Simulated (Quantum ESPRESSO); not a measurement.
Here is a Quantum ESPRESSO 7.5 calculation.

pw.in

```
&CONTROL
  calculation = 'vc-relax'
  prefix = 'pwscf'
  outdir = './tmp'
  pseudo_dir = './pseudo'
  tprnfor = .true.
  tstress = .true.
  disk_io = 'low'
  nstep = 40
  forc_conv_thr = 0.0004
  etot_conv_thr = 1d-05
/
&SYSTEM
  ibrav = 0
  nat = 6
  ntyp = 2
  ecutwfc = 84
  nbnd = 33
  input_dft = 'rpbe'
  occupations = 'smearing'
  smearing = 'fd'
  degauss = 0.00367493
  vdw_corr = 'grimme-d3'
  dftd3_version = 3
/
&ELECTRONS
  conv_thr = 1.2d-09
  electron_maxstep = 120
  mixing_beta = 0.5
/
&IONS
  ion_dynamics = 'bfgs'
/
&CELL
  cell_dynamics = 'bfgs'
  press = 0
  press_conv_thr = 0.3
/
ATOMIC_SPECIES
Ti    47.8670 Ti.upf
O     15.9990 O.upf
CELL_PARAMETERS angstrom
   4.5998373239    0.0000000000    0.0000000000
   0.0000000000    4.5998373239    0.0000000000
   0.0000000000    0.0000000000    2.9592135600
ATOMIC_POSITIONS crystal
Ti     0.0000000000    0.0000000000    0.5000000000
Ti     0.5000000000    0.5000000000    0.0000000000
O      0.3043213200    0.3043213200    0.5000000000
O      0.1956786800    0.8043213200    0.0000000000
O      0.8043213200    0.1956786800    0.0000000000
O      0.6956786800    0.6956786800    0.5000000000
K_POINTS automatic
6 6 9 0 0 0
```

Potentials or basis: PseudoDojo 0.4.1 SR PBE standard.

Command:

```bash
$ OMP_NUM_THREADS=1 pw.x -in pw.in > pw.out
```

Problem. Estimate the space group after relaxing (to 0.05 Å).

Solution. P4_2/mnm (No. 136).

Problem. Predict the relaxed volume.

Solution. 10.62 Å³/atom.

The path:
```csv
step,energy change (eV),largest force (eV/Å),pressure (GPa),volume (Å³)
1,0.0000,0.0297,3.80,62.61
2,-0.0117,0.0707,-0.71,63.83
3,-0.0128,0.0371,-0.03,63.67
4,-0.0132,0.0113,0.15,63.67
5,-0.0132,0.0032,0.06,63.71
6,-0.0133,0.0016,0.00,63.73
```

Caveat: the potentials were made for another functional, which shifts forces and pressure.
